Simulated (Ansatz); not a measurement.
The system is HfB2.

```
CELL_PARAMETERS angstrom
3.14000 0.00000 0.00000
-1.57000 2.71932 0.00000
0.00000 0.00000 3.48000
ATOMIC_POSITIONS crystal
Hf 0.00000 0.00000 0.00000
B 0.66667 0.33333 0.50000
B 0.33333 0.66667 0.50000
```

Program: Ansatz 0.2.0. Alike in all runs: potentials or basis Ansatz PAW; cell as given.

Q: Order these runs on this cell by their pressure, lowest first.
A. level PBE+D4+U; spin off; U Hf d U = 2 eV; k mesh 10 × 10 × 8; cutoff (eV) 420; smearing methfessel-paxton 0.1 eV; driver chain; hubbard projectors all-electron-atomic; double counting fll
B. level PBE; spin off; k mesh 10 × 10 × 8; cutoff (eV) 420; smearing gaussian 0.015 eV
C. level RPBE; spin off; k mesh 10 × 10 × 8; cutoff (eV) 420; smearing gaussian 0.05 eV
D. level PBEsol; spin SOC, no magnetisation; k mesh 7 × 7 × 6; cutoff (eV) 420; smearing fermi-dirac 0.05 eV; points for each segment of the path 14
E. level r2SCAN; spin SOC, no magnetisation; k mesh 7 × 7 × 6; cutoff (eV) 500; smearing fermi-dirac 0.05 eV; points for each segment of the path 14

A: A (-7.4 GPa), D (-4.7 GPa), E (-1.0 GPa), B (1.4 GPa), C (5.6 GPa).

Caveats: the PAW data sets come from PBE, with cores solved anew for the run's functional, which leaves a small shift of forces and pressure (some runs); U without spin polarisation on a metal has little footing (some runs); pairwise dispersion overbinds metals, which lowers pressure and volume (some runs); the U is typed as a test and isn't derived for this compound (some runs); the potentials were made for another functional, which shifts forces and pressure (some runs).

Not every run made on this cell is shown here.
